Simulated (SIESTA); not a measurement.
Runs of SIESTA 5.4.2 on HfO2. The structure is monoclinic, space group P2_1/c (No. 14). Conventional cell: a = 5.118 Å, b = 5.186 Å, c = 5.284 Å, α = 90.00°, β = 99.35°, γ = 90.00°. Around Hf (site symmetry 1) lie 7 O at 2.03 to 2.25 Å. O (site symmetry 1) is surrounded by 3 Hf at 2.03 to 2.12 Å. O (site symmetry 1) is surrounded by 4 Hf at 2.14 to 2.25 Å. 

| task | potentials or basis | spin | cell | k mesh | gap on the mesh (eV) | pressure (GPa) | largest force (eV/Å) |
| --- | --- | --- | --- | --- | --- | --- | --- |
| single point | PseudoDojo 0.4 standard (PBE files), DZP (energy shift 0.003 Ry; two zetas on semicore shells) | off | atoms moved at random, drawn with an rms of 0.05 Å | 5 × 5 × 5 | 3.74 | 8.9 | 1.80 |
| band structure | PseudoDojo 0.4 standard (PBE files), DZP (energy shift 0.003 Ry; two zetas on semicore shells) | off | as given | 5 × 5 × 5 | 4.00 | 8.7 | 0.52 |
| single point | PseudoDojo 0.4 standard (PBE files), DZP (energy shift 0.003 Ry; two zetas on semicore shells) | off | as given | 5 × 5 × 5 | 4.00 | 8.7 | 0.52 |
| band structure | PseudoDojo 0.4 standard (PBE files, fully relativistic), TZP (energy shift 0.003 Ry; two zetas on semicore shells) | non-collinear, zero start, SOC | as given | 4 × 4 × 4 | 3.97 | 4.7 | (b) |
| band structure | PseudoDojo 0.4 standard (PBE files), TZDP (energy shift 0.003 Ry; two zetas on semicore shells) | off | as given | 5 × 5 × 5 | (a) | 6.6 | 0.52 |

Alike in all rows: level PBE; smearing fermi-dirac 0.05 eV; grid cutoff 800 Ry; energy shift 0.003 Ry.

Question: Fill in the values left out.

Answer: (a) 4.09; (b) 0.47.

Caveats: short orbitals over semicore shells can move pressures by several GPa; the basis of atomic orbitals isn't converged, which shifts pressures, moduli and gaps; spin-orbit coupling is left out, which moves the levels of the heavy elements (some runs); an odd mesh through Γ misses points on the zone boundary, where band edges often lie (some runs).

A k mesh can miss the band edges, and rows without SOC leave out spin-orbit coupling on Hf.
